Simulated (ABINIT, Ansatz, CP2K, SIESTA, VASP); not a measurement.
One calculation of In, 5 ways

```
CELL_PARAMETERS angstrom
3.33927 0.00000 0.00000
-1.66964 2.89190 0.00000
0.00000 0.00000 25.93174
ATOMIC_POSITIONS crystal
In 0.66667 0.33333 0.28922
In 0.00000 0.00000 0.39428
In 0.66667 0.33333 0.50000
In 0.33333 0.66667 0.60572
In 0.66667 0.33333 0.71078
```

Alike in all runs: functional PBE; k mesh 9 × 9 × 1; occupations fermi-dirac, width 0.05 eV; no spin polarisation; no spin-orbit coupling.

```tsv
program and potentials	plane-wave cutoff (eV)	notes	largest force (eV/Å)
Ansatz, Ansatz PAW	420	-	0.181
ABINIT, JTH PAW PBE v2.0	599	-	0.201
VASP, PBE PAW files In_d, 520 eV	520	-	?
CP2K, POTENTIAL_UZH In GTH-PBE-q13; TZVP-MOLOPT-PBE-GTH basis	-	atomic basis	0.196
SIESTA, files PseudoDojo sr-pbe-0.4.1-standard, DZP (energy shift 0.003 Ry; two zetas on semicore shells)	-	atomic basis	0.226
```

Task: Estimate from the other rows what the run with VASP, PBE PAW files In_d, 520 eV gave.

Result: Largest force 0.183 eV/Å. The other rows, which needn't bracket it: largest force 0.181 to 0.226.
